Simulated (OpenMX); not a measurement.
AlRu:

```
Ru Al
1.0
     2.99160    0.00000    0.00000
     0.00000    2.99160    0.00000
     0.00000    0.00000    2.99160
Ru Al
1 1
Cartesian
  1.4958 1.4958 1.4958
  0.0000 0.0000 0.0000
```

```yaml
Program: OpenMX 3.8.5
Task: single point
Functional: PBE
Potentials_or_basis: OpenMX 2013 PBE set, Ru7.0-s3p2d2, Al7.0-s2p2d1, grid cutoff 400 Ry
k_mesh: 9 × 9 × 9
Occupations: fermi-dirac, width 0.05 eV
Spin: no spin polarisation
```

On this cell: pressure 4.0 GPa; largest force zero by symmetry; band gap on the k mesh none (metal or under the smearing width).

The same run follows on a disturbed copy (atoms moved at random, drawn with an rms of 0.05 Å):

```
CELL_PARAMETERS angstrom
2.99160 0.00000 0.00000
0.00000 2.99160 0.00000
0.00000 0.00000 2.99160
ATOMIC_POSITIONS crystal
Ru 0.49700 0.51102 0.48780
Al 0.99568 0.99117 0.01002
```

Problem. What changes?

Solution. The energy (extrapolated to zero smearing) moves by +17.0 meV/atom; pressure 4.7 GPa; largest force 0.765 eV/Å; band gap on the k mesh none (metal or under the smearing width).

Forces in eV/Å, atoms in the order of the input:
```
Ru  -0.036 -0.514  0.565
Al   0.034  0.508 -0.567
```

Caveats: the basis of atomic orbitals isn't converged, which shifts pressures, moduli and gaps.
